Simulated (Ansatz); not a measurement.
KCl, space group Fm-3m, a comparison of functionals at one structure

Program: Ansatz's Python interface.

Run as a notebook:

In [1]:
```python
import warnings

import ansatz as az
from tabulate import tabulate
```

In [2]:
```python
warnings.simplefilter("ignore", az.DeckWarning)
```

In [3]:
```python
structure = (
    az.Lattice.of((0.0, 3.14647, 3.14647), (3.14647, 0.0, 3.14647), (3.14647, 3.14647, 0.0))
    .atom("K", (0.0, 0.0, 0.0))
    .atom("Cl", (0.5, 0.5, 0.5))
)
```

In [4]:
```python
structure.resolved().sites[-1]
```
Out [4]:
```text
Site(symbol='Cl', position=(0.5, 0.5, 0.5), moment=None, axis=None, held=None, saved=None)
```

In [5]:
```python
base = (
    structure.calculation()
    .pseudopotentials("paw")
    .kpoints(mesh=(6, 6, 6))
    .basis(31 * az.Ry)
    .occupations("fixed")
    .stress()
)
```

In [6]:
```python
rows = []
for value in ["pbesol", "r2scan", "blyp", "pbe"]:
    data = base.functional(value).run(threads=1, backend="cpu").report
    rows.append((value, data["free_energy_ev"] / len(data["lattice"]["sites"]), data["n_iterations"], sum(data["stress_gpa"][i][i] for i in range(3)) / 3, data["n_kpoints"]))

print(tabulate(rows, headers=["functional", "F/atom (eV)", "iterations", "P (GPa)", "k-points"], floatfmt=".4f", tablefmt="plain"))
```
```text
functional      F/atom (eV)    iterations    P (GPa)    k-points
pbesol           -1290.3696             6    -0.4097          16
r2scan           -1315.2359             6     0.0041          16
blyp             -1316.0918             6     1.5096          16
pbe              -1310.6100             6     0.7546          16
```

Reading the output:
- The cutoff lies under the one recommended for these potentials in some of the runs.
- Under the recommended cutoff a pressure can be off by several GPa, even in sign.
- Pressure is positive in compression.
- The starting cell is as deposited in a crystallographic database; the results hold for this polymorph, which needn't be the stable one.
- Total energies of different functionals can't be compared; pressures, moments and gaps at this one structure can.
- The script silences the warnings on its input, which a real study should read.
- The whole script took 4.7 s on 1 thread of Arm Neoverse V2, on a shared host, peak memory 0.45 GiB.
